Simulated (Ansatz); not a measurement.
# How high a cutoff does the level of V_Mg in KMgF3 (Pm-3m) need?, part 2 of 2

Question: how much does the plane-wave cutoff change the (−1/−2) level of V_Mg in KMgF3 (Pm-3m), and what does each choice cost? Model: a cell of 40 host atoms with 1 Mg taken out.

Ansatz 0.2.0; plane-wave PAW DFT; relaxations with PBE, then single points with PBE, on supercells at fixed charge in a uniform background.

So far: Set-up; Relaxing both charge states, PBE.

## (3) First setting: 300 eV

Total energies converge slowly with the cutoff, but a level is a difference between cells with the same atoms, so much of the error should cancel. The host is run again at each cutoff. The single points sample one point at (¼, ¼, ¼).

Contents of qm2.e300/input.yaml:

```yaml
crystal:
  checkpoint: "../qm2.relax.run"
  host: checkpoint
total_charge: -2
basis:
  ecutwfc: 300
  xc_grid: 2
hamiltonian:
  xc: pbe
kpoints:
  mp_grid: { grid: [1, 1, 1], shift: [0.25, 0.25, 0.25] }
scf:
  occupations: { method: fixed }
  max_iter: 60
output:
  forces: true
  charged_corrections:
    epsilon: 2.1
    static_epsilon: 8.18
    defect_position: [0.5, 0.5, 0.5]
  eigenvalues: true
checkpoint:
  write: "../qm2.e300.run"
  compress: false
  write_wavefunctions: false
  write_every: 100000
```

Started as:

```sh
ansatz run input.yaml --threads 4 --pin off --max-ram 9420MiB --backend cpu --events-out ev --progress --plain --runs-dir out
```

Numbers of over 12 decimals in the logs are rounded to 6 here.

Output:

```text
[...]
Warning: basis.ecutwfc = 300 eV is below the records' recommended 420 eV, and the density's cutoff is lower with it unless basis.ecutrho_ratio is high enough to keep the records' density cutoff: compare with a run at a higher cutoff
crystal.checkpoint: the structure is that of <dir>, a `relax` run, at its step 5: its result, under pbe at a charge of -2 e; 39 atoms read, 0 with a starting moment; no density is read with it (checkpoint.read); crystal.structure_sha256 for this input is
[...]
Crystal: 39 atoms, lattice volume = 532.960 Å³
Basis set: ecut = 300 eV, 6355 PW (Γ), exchange–correlation on 96×96×96 points (8 copies of the dense FFT grid, shifted against one another)
Bands: 195, of which v1, the nominal top of the filled ones, is band 156 counted from 1 (155 counted from 0)
Symmetry: 1 space group operations
[...]
k-points: 1
[...]
SCF iter   1: F=—  HF=-45202.182417 eV  |F-HF|=—  |Δ(HF+E_count)|=         —  Δρ=3.93e-2  dr2=2.90e0  ethr=1.77e-3  ⟨swp⟩=5.0  Hψ=676  notcnv=0  defer=35
[...]
SCF iter   3: F=—  HF=-45201.203347 eV  |F-HF|=—  |Δ(HF+E_count)|=   3.39e-2  Δρ=5.24e-3  dr2=6.55e-2  ethr=8.95e-5  ⟨swp⟩=2.0  Hψ=291  notcnv=0  defer=21
automatic band count: iteration 3 solves 180 bands in place of 195: the levels show a gap, and the empty bands left out lie too high to hold charge; the band table lists the bands solved (type scf.n_extra_bands for more)
SCF iter   4: F=—  HF=-45201.194657 eV  |F-HF|=—  |Δ(HF+E_count)|=   8.69e-3  Δρ=4.61e-4  dr2=1.53e-3  ethr=2.10e-5  ⟨swp⟩=3.0  Hψ=314  notcnv=0  defer=21
[...]
SCF iter   9: F=-45201.188791 eV  HF=-45201.188791 eV  |F-HF|=3.22e-8  |Δ(HF+E_count)|=   3.09e-7  Δρ=4.03e-6  dr2=5.17e-8  ethr=3.21e-11  ⟨swp⟩=13.0  Hψ=889  notcnv=0
SCF 1 converged in 9 iterations: F = -45201.188791 eV  dr2 = 5.17e-8
[...]
SCF converged after 9 iterations
Free energy (F): -45201.188791 eV
[...]
Internal energy: -45201.188791 eV  (E = F + TS)
E sigma→0 (E₀):  -45201.188791 eV
Fermi energy:    2.260130 eV
[...]
--- Forces (eV/Å), atoms counted from 1 ---
  atom   1  K      0.01454391     0.01048524     0.00670085
  atom   2  Mg     0.00016463    -0.00062235     0.00396788
  [... 8 atoms left out ...]
  atom  11  K      0.01125400    -0.01691908     0.00849405
  [... 8 atoms left out ...]
  atom  20  F     -0.09219588     0.00026795    -0.00023366
  atom  21  K     -0.01882332     0.01346590     0.01247944
  [... 6 atoms left out ...]
  atom  28  F      0.00000275    -0.09510280     0.00778299
  [... 2 atoms left out ...]
  atom  31  K     -0.01314594    -0.02046677     0.00944797
  [... 2 atoms left out ...]
  atom  34  F      0.00168149     0.00905955    -0.09478633
  [... 2 atoms left out ...]
  atom  37  F     -0.00455026     0.09332914    -0.00746911
  atom  38  F     -0.00088626    -0.00547991     0.09822170
  atom  39  F      0.09540233    -0.00101210    -0.00048744
  max |Σ_I F_I| component: 2.88e-4 eV/Å
--- Charged-cell corrections in eV (Makov–Payne, q = -2.000 e, ε = 2.100 of the electrons, 8.180 with the ions) ---
[...]
E_corr1          = +4.799202  (monopole, q²α_M/2εL)
  F Makov-Payne    = n/a  (the rows are of the electrons' constant alone; ansatz place-levels tells what screens the charge)
[...]
--- Band table (eV) ---
[...]
```

Elapsed: 4.4 s, on 4 threads of Arm Neoverse V1, shared host; peak memory 0.64 GiB.

Reading the cycles: dr2 is the Hartree energy of the density residual (eV), the measure of convergence; HF is the Harris–Foulkes estimate of the energy, which meets the free energy F at convergence.

Both charges and the host at this setting go to place-levels, which corrects for the image charge and aligns the potentials.

Contents of levels.e300.yaml:

```yaml
host:
  run: host.e300.run
states: [qm2.e300.run, qm1_M1.e300.run]
geometry_from:
  qm2.e300.run: qm2.relax.run
  qm1_M1.e300.run: qm1_M1.relax.run
```

Started as:

```sh
ansatz place-levels levels.e300.yaml -- --threads 4 --pin off --max-ram 9420MiB
```

Output:

```text
(-1/-2) 0.839 eV above the valence edge, 6.113 eV under the conduction edge
  edges by pbe, gap 6.951 eV; the host is sampled to repeats of 11.47 Å
  the defect's cells are sampled to repeats of 11.47 Å, like sampling
  charge -1: -45202.6294 eV with its correction of +0.694 eV, at epsilon 8.18, aligned at sites: -0.3860 eV, mean over 25 atomic sites at or beyond 4.05 Å from the defect at [0.5000, 0.5000, 0.5000], with +0.000000 for the charge's moments and without [...]
[...]
of states[1] (qm1_M1.e300.run): how wide its charge is, is not read beside other atoms or cores, and a band state would take no correction. [...]
  of states[0] (qm2.e300.run): how wide its charge is, is not read beside other atoms or cores, and a band state would take no correction. [...]
```

Run time: 0.11 s. Hardware: 4 threads.

At this setting the gap is 6.951 eV and (−1/−2) lies 0.839 eV above the valence top.

## (4) The other settings

In the defect's inputs only the studied keys change. The next input; the others follow the same pattern (420 eV, 500 eV, 600 eV and 750 eV):

250 eV: its level rests on band edges found in another way, so it is left out of the table.

qm2.e350/input.yaml, as its differences from qm2.e300/input.yaml of step 3:

```diff
@@ -5,3 +5,3 @@
 basis:
-  ecutwfc: 300
+  ecutwfc: 350
   xc_grid: 2
@@ -22,3 +22,3 @@
 checkpoint:
-  write: "../qm2.e300.run"
+  write: "../qm2.e350.run"
   compress: false
```

750 eV: its level rests on band edges found in another way, so it is left out of the table.

## (5) Result against cost

Times of the states on 4 threads of Arm Neoverse V1, shared host; the host is run again at each setting:

```
plane-wave cutoff  gap (eV)  (−1/−2) above the valence top (eV)  under the conduction bottom (eV)  level less that at 600 eV (meV)  time, both charge states  time, host and placing  peak memory of a state (GiB)
           300 eV     6.951                               0.839                             6.113                              -39                      24 s                   3.7 s                           0.9
           350 eV     6.963                               0.874                             6.089                               -4                      29 s                   1.8 s                           1.0
           420 eV     6.962                               0.878                             6.083                                1                      35 s                     2 s                           1.3
           500 eV     6.960                               0.879                             6.081                                2                      41 s                   2.3 s                           1.6
           600 eV     6.959                               0.877                             6.082                                0                      60 s                   3.1 s                           2.0
```

## (6) Summary of results

| Property | Result |
| --- | --- |
| (minus 1/minus 2) level, 300 eV | 0.84 eV |
| (minus 1/minus 2) level, 350 eV | 0.87 eV |
| (minus 1/minus 2) level, 420 eV | 0.88 eV |
| (minus 1/minus 2) level, 500 eV | 0.88 eV |
| (minus 1/minus 2) level, 600 eV | 0.88 eV |

What this shows: Over the settings in the table the level spans 0.041 eV; from 350 eV on, both the level and its depth under the conduction bottom lie within 0.02 eV of the reference (600 eV, 0.88 eV); 350 eV takes 49 % of its time for the two charge states. The largest miss of the level above the valence top is 39 meV, with 300 eV. The total energy of the charged cell falls by 16.4 eV over the same range, so nearly all of the basis error cancels in the level. Cell and atoms were held and forces were not judged; the files' recommended cutoff is 420 eV. Only the charges −2 and −1 were run, each from one start, so (−1/−2) need not be a change between stable states. Left out of the table: 250 eV (0.78 eV) and 750 eV (0.88 eV), placed on band edges found in another way than the rows above. With nearly degenerate levels at the filling edge in most or all rows, agreement between settings doesn't show that the state itself is settled. At 300 eV, 350 eV, 420 eV, 500 eV and 600 eV a state has next to no gap at its filling edge, or overlapping levels, which makes the level less certain. The program calls the alignment of potentials doubtful in this cell, and the corrections (0.69 and 1.77 eV for the two states) enter the level by their difference, 1.08 eV: its value is uncertain, though the differences between settings are less so. Limits: one k-point off the zone centre stands for the whole zone; the images are only 8.1 Å apart; PBE makes the gap too small and tends to spread out bound carriers.

[Logs are printed without paths, hosts, clocks, repeated set-up lines and the standing remarks that a program may print on its own settings, such as how far it seeks lower states.]

[Hosts, paths, dates, database ids (printed as entryN), source tags and the programs' standing remarks are cut or masked in the printed files.]

[Where a table of states has a column of steps, it counts the stored structures, which are thinned; the runs took as many ionic steps or more.]

[For some hosts the program warned that the k-mesh of the response run may be too coarse for force constants and the static dielectric constant; such warnings are not shown here.]
